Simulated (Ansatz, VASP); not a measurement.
# One calculation of RbBr, two programs

INCAR

```
PREC = Accurate
ENCUT = 600
EDIFF = 1E-6
ISMEAR = -1
SIGMA = 0.02
LREAL = F
LASPH = T
NELM = 100
ALGO = Fast
ISIF = 3
LWAVE = F
LCHARG = F
GGA = PE
IBRION = 2
NSW = 100
EDIFFG = -0.005
```

Contents of KPOINTS:

```
regular mesh
0
Gamma
  6 6 6
```

File POSCAR:

```
RbBr
1.0
    0.0000000000      3.4559503595      3.4559503595
    3.4559503595      0.0000000000      3.4559503595
    3.4559503595      3.4559503595      0.0000000000
Rb Br
1 1
Direct
    0.0000000000      0.0000000000      0.0000000000
    0.5000000000      0.5000000000      0.5000000000
```

Input for Ansatz:

```yaml
crystal:
  lattice:
    - [0.0, 3.4559503595, 3.4559503595]
    - [3.4559503595, 0.0, 3.4559503595]
    - [3.4559503595, 3.4559503595, 0.0]
  atoms:
    - { symbol: Rb, position: [0.0, 0.0, 0.0] }
    - { symbol: Br, position: [0.5, 0.5, 0.5] }
kpoints:
  mp_grid: { grid: [6, 6, 6] }
scf:
  occupations: { method: fermi_dirac, width: 0.02 }
hamiltonian:
  xc: pbe
  pseudopotentials: { kind: paw }
output:
  forces: true
  stress: true
  efg: { contact_densities: true }
relax:
  f_tol: 0.005
  max_steps: 80
  cell: {}
```

Alike in both runs: task relaxation of cell and atoms; functional PBE; k mesh 6 × 6 × 6; occupations fermi-dirac, width 0.02 eV; no spin polarisation.

|  | VASP | Ansatz |
| --- | --- | --- |
| version | VASP 6.6.1 | Ansatz 0.2.0 |
| potentials or method | VASP PAW PBE potentials, release 64 (Rb_sv, Br) | PAW with Ansatz's default frozen-core files, scalar-relativistic |
| plane-wave cutoff (eV) | 600 | 420 |
| valence electrons in the cell | 16 | 16 |

Ansatz gave:

* relaxed volume (Å³/atom): 43.11
* relaxed cell length with the largest relative difference (Å): 4.959
* energy change over the relaxation (meV/atom): -3

Task: Which values does VASP return?

Result: Relaxed volume (Å³/atom): 43.23; relaxed cell length with the largest relative difference (Å): 4.963; energy change over the relaxation (meV/atom): -4.

Ansatz warned: «gradients_without_spin_orbit».
